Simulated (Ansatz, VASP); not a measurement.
# Two plane-wave programs on InAs

```
As In
1.0
     4.30449    0.00000    0.00000
    -2.15224    3.72780    0.00000
     0.00000    0.00000   24.90785
As In
3 3
Cartesian
  0.0000 0.0000 8.5000
  0.0000 2.4852 12.0146
  2.1522 1.2426 15.5931
  0.0000 2.4852 9.3787
  2.1522 1.2426 12.8326
  0.0000 0.0000 16.3479
```

Alike in both runs: functional PBEsol; k mesh 9 × 9 × 1; occupations gaussian, width 0.1 eV; no spin polarisation.

Ansatz relaxed the structure, and its values are those at the end. VASP's run is a single point on that final structure, the one shown.

```csv
,VASP,Ansatz
version,VASP 6.6.1,Ansatz 0.2.0
potentials or method,"VASP PAW PBE potentials, release 64 (As, In_d)","scalar-relativistic, plane waves, PAW"
plane-wave cutoff (eV),520,420
valence electrons in the cell,54,84
```

```tsv
	VASP	Ansatz	Ansatz less VASP
gap on the k mesh at the Fermi level (eV)	none	none	-
rms of the force components (eV/Å)	0.174	0.174	+0.0006
work function, face that differs most (eV)	3.30	3.30	-0.004
```

A gap of «none» marks a metal or a gap that the smearing closes. The two sets of potentials don't hold the same shells in valence.

Caveats: the PAW data sets were made with another functional, which shifts forces and pressure a little (VASP).
